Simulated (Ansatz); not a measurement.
Input for Ansatz (plane-wave DFT, PAW):

```yaml
crystal:
  lattice:
    - [3.6080018594, 0.0, 0.0]
    - [-1.8040009297, 3.1246212671, 0.0]
    - [0.0, 0.0, 5.3900345471]
  atoms:
    - { symbol: Hg, position: [0.66666667, 0.33333333, 0.7226653886] }
    - { symbol: Hg, position: [0.33333333, 0.66666667, 0.2773346114] }
basis:
  ecutwfc: 420
kpoints:
  mp_grid: { grid: [12, 12, 8] }
hamiltonian:
  xc: pbesol
scf:
  occupations: { method: gaussian, width: 0.05 }
output:
  forces: true
  stress: true
  eigenvalues: true
  populations: true
```

It can be run as
```bash
ansatz run input.yaml --threads 1 --pin off --backend cpu --events-out ev --progress --plain --runs-dir out  # memory cap (--max-ram) not shown
```

All numbers below come from Ansatz 0.2.0, DFT PBEsol, scalar-relativistic, plane waves, PAW.

Abridged output:

```
Pseudopotentials: kind: paw
Pseudopotential: Hg, paw, valence charge 20, recommended cutoff 420 eV (normal)
Functional definition: PBEsol
Crystal: 2 atoms, lattice volume = 60.765 Å³
Basis set: ecut = 420 eV, 1147 PW (Γ), exchange–correlation on 50×50×80 points (8 copies of the dense FFT grid, shifted against one another)
Bands: 24, of which v1, the nominal top of the filled ones, is band 20 counted from 1 (19 counted from 0)
Symmetry: 12 space group operations
Space group: P-3m1 (ITA 164), of the structure as read, at distance tolerance 3.9e-5 Å
k-points: 131 of 1152
Initial density: superposition of atomic densities (neutral atoms: chi_scale 0, normalization atom), corrected by the library's trained network
Initial wavefunctions: pseudopotential atomic-orbital guess
Functional: x = pbesol(κ = 0.804, μ = 0.12345679), c = pbesol(β = 0.046)
SCF iter   1: F=—  HF=-27335.788192 eV  |F-HF|=—  |Δ(HF+E_count)|=         —  Δρ=2.47e-3  dr2=1.86e-3  ethr=1.77e-3  ⟨swp⟩=5.9  Hψ=12156  notcnv=0
SCF iter   2: F=—  HF=-27335.788956 eV  |F-HF|=—  |Δ(HF+E_count)|=   7.63e-4  Δρ=1.15e-3  dr2=2.43e-4  ethr=4.64e-6  ⟨swp⟩=2.1  Hψ=5909  notcnv=0
SCF iter   3: F=—  HF=-27335.789044 eV  |F-HF|=—  |Δ(HF+E_count)|=   8.85e-5  Δρ=3.85e-4  dr2=4.37e-5  ethr=6.08e-7  ⟨swp⟩=2.0  Hψ=4710  notcnv=0
SCF iter   4: F=—  HF=-27335.789069 eV  |F-HF|=—  |Δ(HF+E_count)|=   2.43e-5  Δρ=5.71e-5  dr2=3.18e-6  ethr=1.09e-7  ⟨swp⟩=2.0  Hψ=3579  notcnv=0
SCF iter   5: F=—  HF=-27335.789070 eV  |F-HF|=—  |Δ(HF+E_count)|=   1.12e-6  Δρ=1.74e-5  dr2=1.96e-7  ethr=7.94e-9  ⟨swp⟩=2.0  Hψ=4716  notcnv=0
SCF iter   6: F=-27335.789070 eV  HF=-27335.789070 eV  |F-HF|=1.96e-9  |Δ(HF+E_count)|=   3.45e-8  Δρ=2.70e-6  dr2=6.32e-9  ethr=2.50e-10  ⟨swp⟩=4.3  Hψ=10708  notcnv=0
SCF 1 converged in 6 iterations: F = -27335.789070 eV  dr2 = 6.32e-9
SCF converged after 6 iterations
Free energy (F): -27335.789070 eV
Harris-Foulkes:  -27335.789070 eV  (|F-HF|=1.96e-9)
Internal energy: -27335.789048 eV  (E = F + TS)
E sigma→0 (E₀):  -27335.789059 eV
Entropy (-TS):   -0.000022 eV (-0.011 meV/atom)
Fermi energy:    9.892671 eV
--- Per-component energies (eV) ---
  E_band       = -935.427489
  E_kinetic    = 1209.028119
  E_local      = -5871.697573  (includes V_loc(G=0)·N_el)
  E_nonlocal   = 153.516247
  E_hartree    = 2494.533549
  E_xc         = -436.638195
  E_vxc        = -521.541082  (∫ρ·V_xc dr)
  E_paw        = -19604.007154  (= ΣΔE_a)
  E_vpaw       = -893.801558  (= ΣTr[D̂ρ^β])
  E_aug_tail   = 0.001773  (compensation charges beyond the density's cutoff)
  E_ewald      = -5281.183116
  E_core_change = 0.657303  (= ΣΔE_core)
  E_smearing   = -0.000022  (= −TS)
--- Forces (eV/Å), atoms counted from 1 ---
  atom   1  Hg     0.00000000     0.00000000     0.24439758
  atom   2  Hg     0.00000000     0.00000000    -0.24439758
--- Stress (GPa, compression-positive) ---
       -2.161886       0.000000       0.000000
        0.000000      -2.161886       0.000000
        0.000000       0.000000      -1.764045
  P = ⅓ Tr σ = -2.0293 GPa (-20.293 kbar)
--- Band table (eV; the first three rows and the last of 131) ---
  k-point 0: bands = ["-104.0634", "-104.0627", "-52.4662", "-52.4522", "-52.4522", "-52.4464", "-52.4464", "-52.4453", "2.8486", "3.3638", "3.8266", "3.8266", "3.9033", "3.9033", "4.1113", "4.2050", "4.2050", "4.6526", "4.6526", "9.0324", "10.0109", "19.6306", "19.6306", "21.5686"]
  k-point 1: bands = ["-104.0634", "-104.0627", "-52.4659", "-52.4522", "-52.4522", "-52.4465", "-52.4465", "-52.4456", "2.9356", "3.3809", "3.8038", "3.8038", "3.9101", "3.9101", "4.1005", "4.2246", "4.2246", "4.6502", "4.6502", "7.9979", "11.2230", "19.6999", "19.6999", "21.5749"]
  k-point 2: bands = ["-104.0634", "-104.0627", "-52.4649", "-52.4520", "-52.4520", "-52.4467", "-52.4467", "-52.4466", "3.1784", "3.4269", "3.7746", "3.7746", "3.8951", "3.8951", "4.0848", "4.2827", "4.2827", "4.6386", "4.6386", "6.7849", "12.9702", "19.8999", "19.8999", "21.4996"]
  k-point 130: bands = ["-104.0630", "-104.0630", "-52.4613", "-52.4613", "-52.4565", "-52.4495", "-52.4470", "-52.4470", "3.5348", "3.5348", "3.6511", "4.0807", "4.1151", "4.1151", "4.1749", "4.3704", "4.5659", "4.5659", "9.0831", "9.0831", "11.6163", "11.6163", "12.3627", "13.2932"]
--- Löwdin populations: 2 sites ---
  site symbol q [e]
     0     Hg     19.8718
     1     Hg     19.8718
  spilling = 0.006408 (of n_electrons = 40.000000)
```

The calculation finished and met its thresholds.

Spin–orbit coupling is left out, which can shift energies with elements as heavy as these.